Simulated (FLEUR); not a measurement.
# SnO (P4/nmm) in FLEUR: further runs

Aim: see how the results for SnO move with the level of theory and the settings. Levels: r2SCAN, PBEsol, LDA. Tasks: band structure.

All numbers are computed with FLEUR MaX-R8.1 (later development tree); they aren't measurements. Logs are shortened: lines on timing, memory, paths and dates and some standing lists are left out, and cuts for length are marked.

### 1 Starting point

The structure is tetragonal, space group P4/nmm (No. 129). Conventional cell: a = 3.814 Å, b = 3.814 Å, c = 4.887 Å, α = 90.00°, β = 90.00°, γ = 90.00°. Sn (site symmetry 4mm) has 4 O at 2.23 Å as nearest neighbours. O (site symmetry -4m2) has 4 Sn at 2.23 Å as nearest neighbours.

The cell is a database's computed one.

### 2 Band structure, r2SCAN

inp.xml reads:

```xml
<?xml version="1.0" encoding="UTF-8" standalone="no"?>
<fleurInput fleurInputVersion="0.39">
   <comment>
      SnO                                                                                                 
   </comment>
   <calculationSetup>
      <cutoffs Kmax="4.42" Gmax="13.7" GmaxXC="13.7" numbands="0"/>
      <scfLoop itmax="80" minDistance="0.0001" maxIterBroyd="30" imix="Anderson" alpha="0.05" precondParam="0.0" spinf="2.0" sdNocoIR="T"/>
      <coreElectrons ctail="F" frcor="F" kcrel="0" coretail_lmax="0"/>
      <xcFunctional name="LibXC" relativisticCorrections="F">
         <LibXCName exchange="mgga_x_r2scan" correlation="mgga_c_r2scan"/>
         <AuxGGA exchange="117" correlation="130"/>
      </xcFunctional>
      <magnetism jspins="1"/>
      <soc l_soc="F" theta="0.0" phi="0.0" spav="F"/>
      <expertModes spex="0" secvar="F"/>
      <geometryOptimization l_f="F" forcealpha="1.0" forcemix="BFGS" epsdisp="0.00001" epsforce="0.00001"/>
      <ldaU l_linMix="F" mixParam="0.05" spinf="1.0"/>
   </calculationSetup>
   <cell>
      <bzIntegration valenceElectrons="56.0" mode="hist" fermiSmearingEnergy="0.00183747">
         <kPointListSelection listName="default-1"/>
         <!-- k-points included here -->
         <xi:include xmlns:xi="http://www.w3.org/2001/XInclude" href="kpts.xml"> </xi:include>
      </bzIntegration>
[... 36 lines left out ...]
         <energyParameters s="2" p="2" d="3" f="4"/>
         <lo type="SCLO" l="0" n="2" eDeriv="2"/>
         <lo type="SCLO" l="1" n="2" eDeriv="2"/>
         <lo type="SCLO" l="2" n="3" eDeriv="2"/>
      </species>
   </atomSpecies>
   <atomGroups>
      <atomGroup species="Tin (Sn)">
         <relPos label="                   1">1.000/4.000 -1.000/4.000 -.2353738600</relPos>
         <relPos label="                   2">-1.000/4.000 1.000/4.000 .2353738600</relPos>
         <force calculate="T" relaxXYZ="TTT"/>
      </atomGroup>
      <atomGroup species="Oxygen (O)">
         <relPos label="                   3">-1.000/4.000 -1.000/4.000 .0000000000</relPos>
         <relPos label="                   4">1.000/4.000 1.000/4.000 .0000000000</relPos>
         <force calculate="T" relaxXYZ="TTT"/>
      </atomGroup>
   </atomGroups>
   <output dos="F" band="F" slice="F">
      <checks vchk="F" cdinf="F"/>
      <bandDOS minEnergy="-.5*Htr" maxEnergy="0.5*Htr" sigma="0.015" storeEVData="T"/>
      <vacuumDOS vacdos="F" integ="F" star="F" nstars="0" locx1="0.0" locy1="0.0" locx2="0.0" locy2="0.0" nstm="0" tworkf="0.0"/>
      <unfoldingBand unfoldBand="F" supercellX="1" supercellY="1" supercellZ="1"/>
      <plotting iplot="0" polar="F">
         <plot TwoD="T" vec1="  1.0  0.0  0.0" vec2="  0.0  1.0  0.0" vec3="  0.0  0.0  1.0" zero="  0.0  0.0  0.0" file="plot"/>
      </plotting>
      <chargeDensitySlicing numkpt="0" minEigenval="0.0" maxEigenval="0.0" nnne="0" pallst="F"/>
      <specialOutput eonly="F"/>
      <moessbauerParams electricFieldGradient="T" isomerShift="T" coreHyperfine="T" valenceHyperfine="T"/>
      <magneticCircularDichroism mcd="F" energyLo="-10.0" energyUp="0.0"/>
   </output>
  <!-- We include the file relax.xml here to enable relaxations (see documentation) -->
  <xi:include xmlns:xi="http://www.w3.org/2001/XInclude" href="relax.xml"> <xi:fallback/> </xi:include>
</fleurInput>
```

crystal.txt reads:

```
SnO
&input cartesian=F /
3.8136952200  0.0000000000  0.0000000000
0.0000000000  3.8136952200  0.0000000000
0.0000000000  0.0000000000  4.8869133000
1.8897261246
1.0 1.0 1.0

4
50 0.5000000000  0.0000000000  0.7646261400
50 0.0000000000  0.5000000000  0.2353738600
8 0.0000000000  0.0000000000  0.0000000000
8 0.5000000000  0.5000000000  0.0000000000

&kpt div1=7 div2=7 div3=6 gamma=T /
```

inp.xml (bands) reads:

```
<?xml version="1.0" encoding="UTF-8" standalone="no"?>
<fleurInput fleurInputVersion="0.39">
   <comment>
      SnO                                                                                                 
   </comment>
   <calculationSetup>
      <cutoffs Kmax="4.42" Gmax="13.7" GmaxXC="13.7" numbands="0"/>
      <scfLoop itmax="80" minDistance="0.0001" maxIterBroyd="30" imix="Anderson" alpha="0.05" precondParam="0.0" spinf="2.0" sdNocoIR="T"/>
      <coreElectrons ctail="F" frcor="F" kcrel="0" coretail_lmax="0"/>
      <xcFunctional name="LibXC" relativisticCorrections="F">
         <LibXCName exchange="mgga_x_r2scan" correlation="mgga_c_r2scan"/>
         <AuxGGA exchange="117" correlation="130"/>
      </xcFunctional>
      <magnetism jspins="1"/>
      <soc l_soc="F" theta="0.0" phi="0.0" spav="F"/>
      <expertModes spex="0" secvar="F"/>
      <geometryOptimization l_f="F" forcealpha="1.0" forcemix="BFGS" epsdisp="0.00001" epsforce="0.00001"/>
      <ldaU l_linMix="F" mixParam="0.05" spinf="1.0"/>
   </calculationSetup>
   <cell>
      <bzIntegration valenceElectrons="56.0" mode="hist" fermiSmearingEnergy="0.00183747">
         <kPointListSelection listName="path-1"/>
         <!-- k-points included here -->
         <xi:include xmlns:xi="http://www.w3.org/2001/XInclude" href="kpts.xml"> </xi:include>
      </bzIntegration>
[... 36 lines left out ...]
         <energyParameters s="2" p="2" d="3" f="4"/>
         <lo type="SCLO" l="0" n="2" eDeriv="2"/>
         <lo type="SCLO" l="1" n="2" eDeriv="2"/>
         <lo type="SCLO" l="2" n="3" eDeriv="2"/>
      </species>
   </atomSpecies>
   <atomGroups>
      <atomGroup species="Tin (Sn)">
         <relPos label="                   1">1.000/4.000 -1.000/4.000 -.2353738600</relPos>
         <relPos label="                   2">-1.000/4.000 1.000/4.000 .2353738600</relPos>
         <force calculate="T" relaxXYZ="TTT"/>
      </atomGroup>
      <atomGroup species="Oxygen (O)">
         <relPos label="                   3">-1.000/4.000 -1.000/4.000 .0000000000</relPos>
         <relPos label="                   4">1.000/4.000 1.000/4.000 .0000000000</relPos>
         <force calculate="T" relaxXYZ="TTT"/>
      </atomGroup>
   </atomGroups>
   <output dos="F" band="T" slice="F">
      <checks vchk="F" cdinf="F"/>
      <bandDOS minEnergy="-.5*Htr" maxEnergy="0.5*Htr" sigma="0.015" storeEVData="T"/>
      <vacuumDOS vacdos="F" integ="F" star="F" nstars="0" locx1="0.0" locy1="0.0" locx2="0.0" locy2="0.0" nstm="0" tworkf="0.0"/>
      <unfoldingBand unfoldBand="F" supercellX="1" supercellY="1" supercellZ="1"/>
      <plotting iplot="0" polar="F">
         <plot TwoD="T" vec1="  1.0  0.0  0.0" vec2="  0.0  1.0  0.0" vec3="  0.0  0.0  1.0" zero="  0.0  0.0  0.0" file="plot"/>
      </plotting>
      <chargeDensitySlicing numkpt="0" minEigenval="0.0" maxEigenval="0.0" nnne="0" pallst="F"/>
      <specialOutput eonly="F"/>
      <moessbauerParams electricFieldGradient="T" isomerShift="T" coreHyperfine="T" valenceHyperfine="T"/>
      <magneticCircularDichroism mcd="F" energyLo="-10.0" energyUp="0.0"/>
   </output>
  <!-- We include the file relax.xml here to enable relaxations (see documentation) -->
  <xi:include xmlns:xi="http://www.w3.org/2001/XInclude" href="relax.xml"> <xi:fallback/> </xi:include>
</fleurInput>
```

Potentials or basis: all-electron, FLAPW.

The run is started by

```console
$ inpgen -f crystal.txt -profile fastHighL
$ # inp.xml edited to the form shown
$ mpirun -n 4 fleur_MPI -pe_per_kpt 1
$ mpirun -n 4 fleur_MPI -pe_per_kpt 1   # second run, on inp.xml (bands)
```

What it wrote:

```text
Welcome to FLEUR        (www.flapw.de)
      MaX-Release 8.1          (www.max-centre.eu)

 func_ids         498         497         498         497
 func_ids         498         497         498         497
 func_ids         498         497         498         497
 func_ids         498         497         498         497
 MetaGGA potential functional detected - V_tau will be computed
 Auxiliary Potential for radial basis: exchange=         117  correlation=         130
 MetaGGA potential functional detected - V_tau will be computed
 Auxiliary Potential for radial basis: exchange=         117  correlation=         130
 MetaGGA potential functional detected - V_tau will be computed
 Auxiliary Potential for radial basis: exchange=         117  correlation=         130
The functional 'Re-regularized SCAN exchange by Furness et al' is an exchange functional, it belongs to the 'MGGA' family and is defined in the reference(s):
The functional 'Re-regularized SCAN exchange by Furness et al' is an exchange functional, it belongs to the 'MGGA' family and is defined in the reference(s):
The functional 'Re-regularized SCAN exchange by Furness et al' is an exchange functional, it belongs to the 'MGGA' family and is defined in the reference(s):
[1] J. W. Furness, A. D. Kaplan, J. Ning, J. P. Perdew, and J. Sun.,  J. Phys. Chem. Lett. 11, 8208-8215 (2020)
[2] J. W. Furness, A. D. Kaplan, J. Ning, J. P. Perdew, and J. Sun.,  J. Phys. Chem. Lett. 11, 9248-9248 (2020)
The functional 'Re-regularized SCAN correlation by Furness et al' is a correlation functional, it belongs to the 'MGGA' family and is defined in the reference(s):
[... 10 lines left out ...]
[1] J. W. Furness, A. D. Kaplan, J. Ning, J. P. Perdew, and J. Sun.,  J. Phys. Chem. Lett. 11, 8208-8215 (2020)
[2] J. W. Furness, A. D. Kaplan, J. Ning, J. P. Perdew, and J. Sun.,  J. Phys. Chem. Lett. 11, 9248-9248 (2020)
 Using same functional for VXC and EXC
[2] J. W. Furness, A. D. Kaplan, J. Ning, J. P. Perdew, and J. Sun.,  J. Phys. Chem. Lett. 11, 9248-9248 (2020)
 Using same functional for VXC and EXC
 MetaGGA potential functional detected - V_tau will be computed
 Auxiliary Potential for radial basis: exchange=         117  correlation=         130
The functional 'Re-regularized SCAN exchange by Furness et al' is an exchange functional, it belongs to the 'MGGA' family and is defined in the reference(s):
[1] J. W. Furness, A. D. Kaplan, J. Ning, J. P. Perdew, and J. Sun.,  J. Phys. Chem. Lett. 11, 8208-8215 (2020)
[2] J. W. Furness, A. D. Kaplan, J. Ning, J. P. Perdew, and J. Sun.,  J. Phys. Chem. Lett. 11, 9248-9248 (2020)
The functional 'Re-regularized SCAN correlation by Furness et al' is a correlation functional, it belongs to the 'MGGA' family and is defined in the reference(s):
[1] J. W. Furness, A. D. Kaplan, J. Ning, J. P. Perdew, and J. Sun.,  J. Phys. Chem. Lett. 11, 8208-8215 (2020)
[2] J. W. Furness, A. D. Kaplan, J. Ning, J. P. Perdew, and J. Sun.,  J. Phys. Chem. Lett. 11, 9248-9248 (2020)
 Using same functional for VXC and EXC

 ========== k-point set info ==========
 Selected k-point list: default-1
 k-point list type: mesh
 7 x 7 x 6
 Number of k points: 40

 ------------Calculation Setup---------------------------
 Number of MPI-tasks      :            4
 Number of PE/node        :            4
 Number of OMP-threads    :            1
 Using exactly            1  PE per kpt
 Using exactly            1  PE per kpt
 k-points in parallel     :            4
 pe's per k-point         :            1
 No of k-point loops      :           10
 Using exactly            1  PE per kpt
 Using exactly            1  PE per kpt
 Eigenvalue solver        :       lapack
 Number of basis functions:          850
 Approximate size of matrices (H+S) per k-point:         0.011 GB
 --------------------------------------------------------
The functional 'Hammer, Hansen, and Norskov' is an exchange functional, it belongs to the 'GGA' family and is defined in the reference(s):
[1] B. Hammer, L. B. Hansen, and J. K. Nørskov.,  Phys. Rev. B 59, 7413 (1999)
The functional 'Perdew, Burke & Ernzerhof' is a correlation functional, it belongs to the 'GGA' family and is defined in the reference(s):
The functional 'Hammer, Hansen, and Norskov' is an exchange functional, it belongs to the 'GGA' family and is defined in the reference(s):
[1] B. Hammer, L. B. Hansen, and J. K. Nørskov.,  Phys. Rev. B 59, 7413 (1999)
The functional 'Perdew, Burke & Ernzerhof' is a correlation functional, it belongs to the 'GGA' family and is defined in the reference(s):
[1] J. P. Perdew, K. Burke, and M. Ernzerhof.,  Phys. Rev. Lett. 77, 3865 (1996)
[2] J. P. Perdew, K. Burke, and M. Ernzerhof.,  Phys. Rev. Lett. 78, 1396 (1997)
 Using same functional for VXC and EXC
 Using auxiliary GGA potential for the first iteration of MetaGGA calculation.
The functional 'Hammer, Hansen, and Norskov' is an exchange functional, it belongs to the 'GGA' family and is defined in the reference(s):
[1] B. Hammer, L. B. Hansen, and J. K. Nørskov.,  Phys. Rev. B 59, 7413 (1999)
The functional 'Perdew, Burke & Ernzerhof' is a correlation functional, it belongs to the 'GGA' family and is defined in the reference(s):
[1] J. P. Perdew, K. Burke, and M. Ernzerhof.,  Phys. Rev. Lett. 77, 3865 (1996)
[2] J. P. Perdew, K. Burke, and M. Ernzerhof.,  Phys. Rev. Lett. 78, 1396 (1997)
 Using same functional for VXC and EXC
 Using auxiliary GGA potential for the first iteration of MetaGGA calculation.
The functional 'Hammer, Hansen, and Norskov' is an exchange functional, it belongs to the 'GGA' family and is defined in the reference(s):
[1] B. Hammer, L. B. Hansen, and J. K. Nørskov.,  Phys. Rev. B 59, 7413 (1999)
The functional 'Perdew, Burke & Ernzerhof' is a correlation functional, it belongs to the 'GGA' family and is defined in the reference(s):
[1] J. P. Perdew, K. Burke, and M. Ernzerhof.,  Phys. Rev. Lett. 77, 3865 (1996)
[2] J. P. Perdew, K. Burke, and M. Ernzerhof.,  Phys. Rev. Lett. 78, 1396 (1997)
 Using same functional for VXC and EXC
 Using auxiliary GGA potential for the first iteration of MetaGGA calculation.
[1] J. P. Perdew, K. Burke, and M. Ernzerhof.,  Phys. Rev. Lett. 77, 3865 (1996)
[2] J. P. Perdew, K. Burke, and M. Ernzerhof.,  Phys. Rev. Lett. 78, 1396 (1997)
 Using same functional for VXC and EXC
 Using auxiliary GGA potential for the first iteration of MetaGGA calculation.
 Reset of history
 Reset of history
 Iteration:     1   Distance:      31.23541868 me/bohr^3
The functional 'Hammer, Hansen, and Norskov' is an exchange functional, it belongs to the 'GGA' family and is defined in the reference(s):
[1] B. Hammer, L. B. Hansen, and J. K. Nørskov.,  Phys. Rev. B 59, 7413 (1999)
The functional 'Perdew, Burke & Ernzerhof' is a correlation functional, it belongs to the 'GGA' family and is defined in the reference(s):
[1] J. P. Perdew, K. Burke, and M. Ernzerhof.,  Phys. Rev. Lett. 77, 3865 (1996)
[2] J. P. Perdew, K. Burke, and M. Ernzerhof.,  Phys. Rev. Lett. 78, 1396 (1997)
 Using same functional for VXC and EXC
The functional 'Hammer, Hansen, and Norskov' is an exchange functional, it belongs to the 'GGA' family and is defined in the reference(s):
[1] B. Hammer, L. B. Hansen, and J. K. Nørskov.,  Phys. Rev. B 59, 7413 (1999)
The functional 'Perdew, Burke & Ernzerhof' is a correlation functional, it belongs to the 'GGA' family and is defined in the reference(s):
[1] J. P. Perdew, K. Burke, and M. Ernzerhof.,  Phys. Rev. Lett. 77, 3865 (1996)
[2] J. P. Perdew, K. Burke, and M. Ernzerhof.,  Phys. Rev. Lett. 78, 1396 (1997)
 Using same functional for VXC and EXC
The functional 'Hammer, Hansen, and Norskov' is an exchange functional, it belongs to the 'GGA' family and is defined in the reference(s):
[1] B. Hammer, L. B. Hansen, and J. K. Nørskov.,  Phys. Rev. B 59, 7413 (1999)
The functional 'Perdew, Burke & Ernzerhof' is a correlation functional, it belongs to the 'GGA' family and is defined in the reference(s):
[1] J. P. Perdew, K. Burke, and M. Ernzerhof.,  Phys. Rev. Lett. 77, 3865 (1996)
[... 395 lines left out ...]
 Using same functional for VXC and EXC
The functional 'Hammer, Hansen, and Norskov' is an exchange functional, it belongs to the 'GGA' family and is defined in the reference(s):
[1] B. Hammer, L. B. Hansen, and J. K. Nørskov.,  Phys. Rev. B 59, 7413 (1999)
The functional 'Perdew, Burke & Ernzerhof' is a correlation functional, it belongs to the 'GGA' family and is defined in the reference(s):
[1] J. P. Perdew, K. Burke, and M. Ernzerhof.,  Phys. Rev. Lett. 77, 3865 (1996)
[2] J. P. Perdew, K. Burke, and M. Ernzerhof.,  Phys. Rev. Lett. 78, 1396 (1997)
 Using same functional for VXC and EXC
The functional 'Hammer, Hansen, and Norskov' is an exchange functional, it belongs to the 'GGA' family and is defined in the reference(s):
[1] B. Hammer, L. B. Hansen, and J. K. Nørskov.,  Phys. Rev. B 59, 7413 (1999)
The functional 'Perdew, Burke & Ernzerhof' is a correlation functional, it belongs to the 'GGA' family and is defined in the reference(s):
[1] J. P. Perdew, K. Burke, and M. Ernzerhof.,  Phys. Rev. Lett. 77, 3865 (1996)
[2] J. P. Perdew, K. Burke, and M. Ernzerhof.,  Phys. Rev. Lett. 78, 1396 (1997)
 Using same functional for VXC and EXC
 Iteration:    18   Distance:       0.00003628 me/bohr^3

 ********************************************************************
 Run finished successfully
 Stop message:
   all done
 ********************************************************************
```

Run time: 68 s. Hardware: 4 MPI ranks of Arm Neoverse V1, shared host.

Results:

| Property | Result |
| --- | --- |
| Free energy | -340386.6611 eV |
| Band gap on the k mesh | 0.50 eV, indirect (least direct gap 2.41 eV) |
| Band gap along the path | 0.28 eV, indirect (least direct gap 2.37 eV) |
| Valence electrons inside the program's atomic spheres | Sn 19.19; O 5.28 (radii Sn 2.26, O 1.63 bohr) |

Levels at the corners of the path, in eV from the valence-band top:
| point | band 25 | band 26 | band 27 | band 28 | band 29 | band 30 | band 31 | band 32 |
| --- | --- | --- | --- | --- | --- | --- | --- | --- |
| Γ | -3.83 | -3.53 | -3.53 | 0.00 | 2.41 | 4.54 | 4.93 | 4.93 |
| X | -5.20 | -5.20 | -2.91 | -2.91 | 3.43 | 3.43 | 6.21 | 6.21 |
| M | -2.86 | -2.86 | -2.10 | -2.10 | 0.28 | 0.28 | 4.77 | 4.77 |
| Γ | -3.83 | -3.53 | -3.53 | 0.00 | 2.41 | 4.54 | 4.93 | 4.93 |
| Z | -3.54 | -3.54 | -3.16 | -2.50 | 2.03 | 3.21 | 3.21 | 3.83 |
| R | -5.17 | -5.17 | -1.98 | -1.98 | 2.76 | 2.76 | 5.73 | 5.73 |
| A | -2.86 | -2.86 | -2.85 | -2.85 | 2.52 | 2.52 | 4.31 | 4.31 |
| Z | -3.54 | -3.54 | -3.16 | -2.50 | 2.03 | 3.21 | 3.21 | 3.83 |
| X | -5.20 | -5.20 | -2.91 | -2.91 | 3.43 | 3.43 | 6.21 | 6.21 |
| R | -5.17 | -5.17 | -1.98 | -1.98 | 2.76 | 2.76 | 5.73 | 5.73 |
| M | -2.86 | -2.86 | -2.10 | -2.10 | 0.28 | 0.28 | 4.77 | 4.77 |
| A | -2.86 | -2.86 | -2.85 | -2.85 | 2.52 | 2.52 | 4.31 | 4.31 |

Core levels (eV from the Fermi level):
```tsv
atom	levels
1 Sn	1s1/2 -28993.2, 2s1/2 -4372.3, 2p1/2 -4083.2, 2p3/2 -3852.6, 3s1/2 -840.5, 3p1/2 -723.2, 3p3/2 -681.1, 3d3/2 -474.0, 3d5/2 -465.3
2 Sn	1s1/2 -28993.2, 2s1/2 -4372.3, 2p1/2 -4083.2, 2p3/2 -3852.6, 3s1/2 -840.5, 3p1/2 -723.2, 3p3/2 -681.1, 3d3/2 -474.0, 3d5/2 -465.3
3 O	1s1/2 -506.8
4 O	1s1/2 -506.8
```

Caveat: the meta-GGA is that of a development version, with a GGA for the radial functions and cores and without core tails; spin-orbit coupling is left out, which moves the levels of the heavy elements; the mesh misses the band edges, which the band path finds closer together. r2SCAN opens gaps a little over a GGA but as a rule still falls short of measured ones.

(Part 1 of 2 ends here.)
